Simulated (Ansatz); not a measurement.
Runs of Ansatz 0.2.0 on MgO. It takes space group P-6m2 (No. 187, hexagonal). Conventional cell: a = 2.938 Å, b = 2.938 Å, c = 2.680 Å, α = 90.00°, β = 90.00°, γ = 120.00°. Mg (site symmetry -6m2) has 6 O at 2.16 Å as nearest neighbours. Around O (site symmetry -6m2) lie 6 Mg at 2.16 Å. Measurements of this composition are mostly on another form, of space group No. 225.

```csv
screening (1/Å),gap on the mesh (eV),pressure (GPa)
0.6,3.82,(c)
0.4,4.16,(a)
0.2,4.64,-5.7
0.3,(b),-5.5
0.15,4.79,-5.8
0.1,4.97,-5.8
```

Alike in all rows: task single point; level HSE06 form with a typed share of exact exchange; potentials or basis Ansatz PAW; no spin polarisation; cell as given; k mesh 5 × 5 × 5; cutoff (eV) 420; smearing fermi-dirac 0.05 eV; the mesh is coarse, so values aren't converged.

Fill in the values left out.

(a) -5.3; (b) 4.38; (c) -4.6.

Caveats: all runs use coarse meshes; odd divisions of the mesh miss points on the zone boundary, where band edges often lie, so the gap on the mesh can be too wide; the PAW data sets come from PBE, with cores solved anew for the run's functional, which leaves a small shift of forces and pressure; the thresholds are loose for stress.

A k mesh can miss the band edges.
